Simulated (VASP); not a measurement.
A run of VASP 6.6.1 is set up as follows.

The input INCAR:

```
SYSTEM = MgS
ALGO = Fast ; EDIFF = 1E-6
EDIFFG = -0.005 ; ENCUT = 600
GGA = PS ; IBRION = 2
ISIF = 3 ; ISMEAR = 0
LASPH = .TRUE. ; LCHARG = .FALSE.
LREAL = .FALSE. ; LWAVE = .FALSE.
NELM = 100 ; NSW = 100
PREC = Accurate ; SIGMA = 0.02
```

KPOINTS

```
k-points
0
G
  6 6 4
  0 0 0
```

POSCAR

```
MgS
1.0
    4.0346224068      0.0000000000      0.0000000000
   -2.0173112034      3.4940854990      0.0000000000
    0.0000000000      0.0000000000      6.4322941800
Mg S
2 2
Direct
    0.6666666700      0.3333333300      0.4957548500
    0.3333333300      0.6666666700      0.9957548500
    0.3333333300      0.6666666700      0.3792441500
    0.6666666700      0.3333333300      0.8792441500
```

Potentials or basis: VASP PAW PBE potentials, release 64 (Mg, S).

Command:

```sh
$ cat potpaw_PBE.64/Mg/POTCAR potpaw_PBE.64/S/POTCAR > POTCAR
$ mpirun -np 1 vasp_std > vasp.out
```

(1) What does it give for the relaxed cell?

(2) Estimate the space group after relaxing (to 0.05 Å).

(3) Predict the relaxed volume.

Results:

(1) a = 4.028 Å, b = 4.028 Å, c = 6.411 Å, α = 90.00°, β = 90.00°, γ = 120.00°.

(2) P6_3mc (No. 186).

(3) 22.52 Å³/atom.

Caveat: the PAW data sets were made with another functional, which shifts forces and pressure a little.
